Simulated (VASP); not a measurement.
These are r2SCAN+rVV10, VASP's PBE PAW potentials (set 64) (plane waves; VASP) values and carry that method's errors.

VASP ran on this input.

KPOINTS:
```
Regular mesh
0
gamma
  7 7 7
```

INCAR:
```
SYSTEM = CsBr
PREC = Accurate
ENCUT = 520
EDIFF = 1E-7
NELM = 100
ALGO = Normal
LREAL = .FALSE.
LASPH = .TRUE.
ISMEAR = -5
METAGGA = R2SCAN
LUSE_VDW = .TRUE.
BPARAM = 11.95
CPARAM = 0.0093
LMIXTAU = .TRUE.
LMAXMIX = 4
LWAVE = .FALSE.
LCHARG = .FALSE.
LORBIT = 11
NEDOS = 601
ISIF = 2
```

**POSCAR**
```
CsBr
1
    4.2707688489     0.0000000000     0.0000000000
    0.0000000000     4.2707688489     0.0000000000
   -0.0000000000     0.0000000000     4.2707688489
Cs Br
1 1
Direct
  0.0000000000   0.0000000000   0.0000000000
  0.5000000000   0.5000000000   0.5000000000
```

### KPOINTS_OPT
```
k-points along high-symmetry lines
10
Line-mode
Reciprocal
  0.000000   0.000000   0.000000 ! GAMMA
  0.000000   0.500000   0.000000 ! X

  0.000000   0.500000   0.000000 ! X
  0.500000   0.500000   0.000000 ! M

  0.500000   0.500000   0.000000 ! M
  0.000000   0.000000   0.000000 ! GAMMA

  0.000000   0.000000   0.000000 ! GAMMA
  0.500000   0.500000   0.500000 ! R

  0.500000   0.500000   0.500000 ! R
  0.000000   0.500000   0.000000 ! X

  0.500000   0.500000   0.500000 ! R
  0.500000   0.500000   0.000000 ! M
```

POTCAR, in this order: Cs_sv Br (PBE.64 set). Program: vasp_std.

Output

OSZICAR:
```
       N       E                     dE             d eps       ncg     rms          rms(c)
DAV:   1     0.611521676407E+02    0.61152E+02   -0.68418E+03   480   0.116E+03
DAV:   2    -0.381659094450E+02   -0.99318E+02   -0.93608E+02   748   0.184E+02
DAV:   3    -0.453001919397E+02   -0.71343E+01   -0.71086E+01   612   0.569E+01
DAV:   4    -0.453692075255E+02   -0.69016E-01   -0.68999E-01   528   0.646E+00
DAV:   5    -0.453697225162E+02   -0.51499E-03   -0.51489E-03   608   0.561E-01    0.169E+00
DAV:   6    -0.420363514579E+02    0.33334E+01   -0.54719E-01   520   0.661E+00    0.141E+00
DAV:   7    -0.410361166880E+02    0.10002E+01   -0.47707E-01   536   0.573E+00    0.521E-01
DAV:   8    -0.417741882769E+02   -0.73807E+00   -0.38250E-01   480   0.680E+00    0.462E-01
DAV:   9    -0.416319752570E+02    0.14221E+00   -0.15252E-01   488   0.491E+00    0.258E-01
DAV:  10    -0.417594618277E+02   -0.12749E+00   -0.16154E-01   480   0.469E+00    0.770E-02
DAV:  11    -0.417345187598E+02    0.24943E-01   -0.24944E-02   512   0.204E+00    0.616E-02
DAV:  12    -0.417444595273E+02   -0.99408E-02   -0.76729E-03   508   0.113E+00    0.431E-02
DAV:  13    -0.417426844267E+02    0.17751E-02   -0.34498E-04   584   0.232E-01    0.343E-02
DAV:  14    -0.417455053880E+02   -0.28210E-02   -0.13509E-03   488   0.478E-01    0.827E-03
DAV:  15    -0.417455597260E+02   -0.54338E-04   -0.70922E-05   572   0.116E-01    0.441E-03
DAV:  16    -0.417455752467E+02   -0.15521E-04   -0.41607E-06   540   0.274E-02    0.399E-03
DAV:  17    -0.417455572271E+02    0.18020E-04   -0.95321E-06   536   0.430E-02    0.106E-03
DAV:  18    -0.417455793271E+02   -0.22100E-04   -0.11911E-05   504   0.501E-02    0.748E-04
DAV:  19    -0.417455794121E+02   -0.85024E-07   -0.11063E-07   436   0.369E-03
   1 F= -.41745579E+02 E0= -.41745579E+02  d E =0.000000E+00
       N       E                     dE             ncg
       N       E                     dE             ncg
       N       E                     dE             ncg
```

### OUTCAR
```
------------------------ aborting loop because EDIFF is reached ----------------------------------------
  FORCE on cell =-STRESS in cart. coord.  units (eV):
  Direction    XX          YY          ZZ          XY          YZ          ZX
  --------------------------------------------------------------------------------------
  Total       -0.0043608     -0.0043608     -0.0043608     -0.0000000      0.0000000     -0.0000000
  in kB       -0.0896936     -0.0896936     -0.0896936     -0.0000000      0.0000000     -0.0000000
  external PRESSURE =      -0.0896936 kB  Pullay stress =       0.0000000 kB
  volume of cell :       77.90
      direct lattice vectors                 reciprocal lattice vectors
     4.270768849  0.000000000  0.000000000     0.234149877  0.000000000  0.000000000
     0.000000000  4.270768849  0.000000000     0.000000000  0.234149877  0.000000000
     0.000000000  0.000000000  4.270768849     0.000000000  0.000000000  0.234149877
 POSITION                                       TOTAL-FORCE (eV/Angst)
 -----------------------------------------------------------------------------------
      0.00000      0.00000      0.00000         0.000000      0.000000      0.000000
      2.13538      2.13538      2.13538         0.000000      0.000000      0.000000
 -----------------------------------------------------------------------------------
    total drift:                                0.000000      0.000000     -0.000000
  FREE ENERGIE OF THE ION-ELECTRON SYSTEM (eV)
  ---------------------------------------------------
  free  energy   TOTEN  =       -41.7455794121 eV

  energy  without entropy=      -41.7455794121  energy(sigma->0) =      -41.74557941

 total charge

# of ion       s       p       d       tot
------------------------------------------
    1        1.850   4.710   0.029   6.590
    2        1.596   3.320   0.002   4.917
--------------------------------------------------
tot          3.446   8.030   0.031  11.507
```
(Selected blocks of OUTCAR.)

The compound is CsBr in the CsCl type structure. It was relaxed first.
